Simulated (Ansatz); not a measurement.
Runs of Ansatz 0.2.0 on Mo. Symmetry: Im-3m, No. 229, cubic system. The conventional cell has a = 3.168 Å, b = 3.168 Å, c = 3.168 Å, α = 90.00°, β = 90.00°, γ = 90.00°. Mo (site symmetry m-3m) is surrounded by 8 Mo at 2.74 Å. 

| task | level | cell | k mesh | cutoff (eV) | smearing | basis error allowed | mesh quality | gap on the mesh (eV) | pressure (GPa) |
| --- | --- | --- | --- | --- | --- | --- | --- | --- | --- |
| single point | PBE | as given | 12 × 12 × 12 | 249 | gaussian 0.025 eV | 0.001 eV/atom | not flagged | none | -1.9 |
| single point | LDA | as given | 12 × 12 × 12 | 248 | gaussian 0.1 eV | 0.001 eV/atom | not flagged | none | -14.1 |
| single point | PBEsol | as given | 12 × 12 × 12 | 249 | fermi-dirac 0.05 eV | 0.001 eV/atom | not flagged | none | (a) |
| relaxation of cell and atoms | revPBE | relaxed | 12 × 12 × 12 | - | fermi-dirac 0.05 eV | 0.001 eV/atom | not flagged | - | 0.0 |
| single point | PBE | as given | 12 × 12 × 12 | 249 | gaussian 0.014 eV | 0.001 eV/atom | not flagged | none | -1.9 |
| single point | PBE | as given | 5 × 5 × 5 | 213 | fermi-dirac 0.06 eV | 0.004 eV/atom | coarse | none | -3.9 |
| single point | PBE | as given | 12 × 12 × 12 | 249 | gaussian 0.02 eV | 0.001 eV/atom | not flagged | none | -1.9 |
| single point | PBEsol | cell strained at random at fixed volume | 12 × 12 × 12 | 254 | fermi-dirac 0.05 eV | 0.001 eV/atom | not flagged | none | -9.4 |

Alike in all rows: potentials or basis all-electron LAPW, scalar-relativistic; no spin polarisation.

Question: Estimate the missing entries.

Answer: (a) -9.6.

Caveats: some runs use coarse meshes; the k mesh is thin for a metal, which can move the energy by tens of meV per atom (some runs).

A k mesh can miss the band edges, and the runs leave out spin-orbit coupling on Mo.

A gap of «none» marks a metal or a gap under the smearing width.

The runs don't all hold the same shells in valence.
